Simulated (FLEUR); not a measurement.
## ZnS: band structure with PBEsol

**What was measured.**

From “Electronic, vibrational, and thermodynamic properties of ZnS (zincblende and rocksalt structure)”, 2009, arxiv:0911.5022, for a bulk crystal of ZnS at 19 K: band gap 3.85 eV (direct).

The system is ZnS.

```
Zn S
1.0
     0.00000    2.70200    2.70200
     2.70200    0.00000    2.70200
     2.70200    2.70200    0.00000
Zn S
1 1
Direct
  0.75000 0.75000 0.75000
  0.00000 0.00000 0.00000
```

| Item | Value |
| --- | --- |
| Program | FLEUR MaX-R8.1 (later development tree) |
| Task | band structure |
| Functional | PBEsol |
| Potentials or basis | all-electron |
| Basis | FLAPW |
| Kmax | 5.1 1/bohr |
| k mesh | 9 × 9 × 9 |
| Occupations | fermi-dirac, width 0.05 eV |
| Spin | no spin polarisation |
| Gmax | 15.8 1/bohr |
| Muffin-tin radii | Zn 2.18, S 1.92 bohr |
| lmax | Zn 9, S 8 |
| Local orbitals a species | Zn 6, S 4 |
| Max iterations | 60 |
| Mixing factor | 0.05 |
| Mixer | Anderson |
| Mixer history | 15 |
| Density convergence | 1e-05 me/bohr^3 |

The band gap on the k mesh is 1.98 eV, direct, the band gap along the path is 1.98 eV, direct and the valence electrons inside the program's atomic spheres are Zn 18.51; S 3.64 (radii Zn 2.18, S 1.92 bohr).

Levels at the corners of the path, in eV from the valence-band top:
| point | band 11 | band 12 | band 13 | band 14 | band 15 | band 16 |
| --- | --- | --- | --- | --- | --- | --- |
| Γ | 0.00 | 0.00 | 0.00 | 1.98 | 6.28 | 6.28 |
| X | -4.60 | -2.25 | -2.25 | 3.23 | 3.96 | 10.81 |
| W | -4.63 | -2.80 | -2.76 | 5.55 | 5.98 | 7.73 |
| K | -4.67 | -3.16 | -1.83 | 3.99 | 5.87 | 9.21 |
| Γ | 0.00 | 0.00 | 0.00 | 1.98 | 6.28 | 6.28 |
| L | -5.36 | -0.87 | -0.87 | 3.19 | 6.80 | 6.80 |
| U | -4.67 | -3.16 | -1.83 | 3.99 | 5.87 | 9.21 |
| W | -4.63 | -2.80 | -2.76 | 5.55 | 5.98 | 7.73 |
| L | -5.36 | -0.87 | -0.87 | 3.19 | 6.80 | 6.80 |
| K | -4.67 | -3.16 | -1.83 | 3.99 | 5.87 | 9.21 |
| U | -4.67 | -3.16 | -1.83 | 3.99 | 5.87 | 9.21 |
| X | -4.60 | -2.25 | -2.25 | 3.23 | 3.96 | 10.81 |

Core levels (eV from the Fermi level):
```
atom                                                     levels
1 Zn  1s1/2 -9510.5, 2s1/2 -1152.5, 2p1/2 -1014.8, 2p3/2 -990.9
 2 S    1s1/2 -2394.4, 2s1/2 -204.3, 2p1/2 -150.2, 2p3/2 -148.9
```

Wall time 3 min on 1 thread of Arm Neoverse V1 (shared host), peak memory 0.07 GiB.

Measured gap of ZnS: 3.85 eV (direct; 19 K; quoted in “Electronic, vibrational, and thermodynamic properties of ZnS (zincblende and rocksalt structure)”, 2009, arxiv:0911.5022). This calculation gives 1.98 eV (-1.87 eV). The value is that of PBEsol, without temperature or zero-point motion. Semilocal functionals fall short of measured gaps as a rule.
